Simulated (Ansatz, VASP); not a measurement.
One calculation of Si, two programs

```
Si
1.0
    -1.68910    1.68910    3.07813
     1.68910   -1.68910    3.07813
     1.68910    1.68910   -3.07813
Si
2
Direct
  0.30798 0.30798 0.00000
  0.69202 0.69202 0.00000
```

Alike in both runs: functional PBE; k mesh 8 × 8 × 8; occupations gaussian, width 0.1 eV; no spin polarisation.

Ansatz relaxed the structure, and its values are those at the end. VASP's run is a single point on that final structure, the one shown.

```csv
,VASP,Ansatz
version,VASP 6.6.1,Ansatz 0.2.0
potentials or method,"VASP PAW PBE potentials, release 64 (Si)","scalar-relativistic, plane waves, PAW"
plane-wave cutoff (eV),520,420
valence electrons in the cell,8,8
```

```tsv
	VASP	Ansatz	Ansatz less VASP
gap on the k mesh at the Fermi level (eV)	none	none	-
pressure (GPa)	0.1	0.2	+0.07
rms of the force components (eV/Å)	0.003	0.000	-0.0032
```

A gap of «none» marks a metal or a gap that the smearing closes.
